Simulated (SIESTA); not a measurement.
**Rb in SIESTA: the effect of functional**

The system is Rb, a slab with vacuum.

```
Rb
1.0
     5.07635    0.00000    0.00000
    -2.53818    4.44472    0.00000
     0.00000    0.00000   31.89601
Rb
5
Direct
  0.83971 0.67942 0.23514
  0.16029 0.32058 0.36757
  0.83971 0.67942 0.50000
  0.16029 0.32058 0.63243
  0.83971 0.67942 0.76486
```

The slab is cut from a database's or a generator's crystal, which needn't be the stable form of the element.

Alike in all runs:

```yaml
Program: SIESTA 5.4.2
Task: band structure
Basis: DZP (energy shift 0.003 Ry; two zetas on semicore shells; d shell added on Rb)
Grid_cutoff: 500 Ry
Energy_shift: 0.003 Ry
k_mesh: 6 × 6 × 1
Occupations: fermi-dirac, width 0.05 eV
Spin: no spin polarisation
```

```csv
functional,potentials or basis,largest force (eV/Å)
LDA,PseudoDojo 0.4 standard (LDA files),?
PBEsol,PseudoDojo 0.4 standard (PBEsol files),0.06
AM05,PseudoDojo 0.4 standard (PBEsol files),0.04
WC,PseudoDojo 0.4 standard (PBEsol files),0.05
PBE,PseudoDojo 0.4 standard (PBE files),0.04
PW91,PseudoDojo 0.4 standard (PBE files),0.04
revPBE,PseudoDojo 0.4 standard (PBE files),0.01
RPBE,PseudoDojo 0.4 standard (PBE files),0.01
BLYP,PseudoDojo 0.4 standard (PBE files),0.01
```

Problem. What does the run with functional LDA give?

Solution. Largest force 0.09 eV/Å.

Caveats: the potentials were made for another functional, which shifts forces and pressure (some runs).
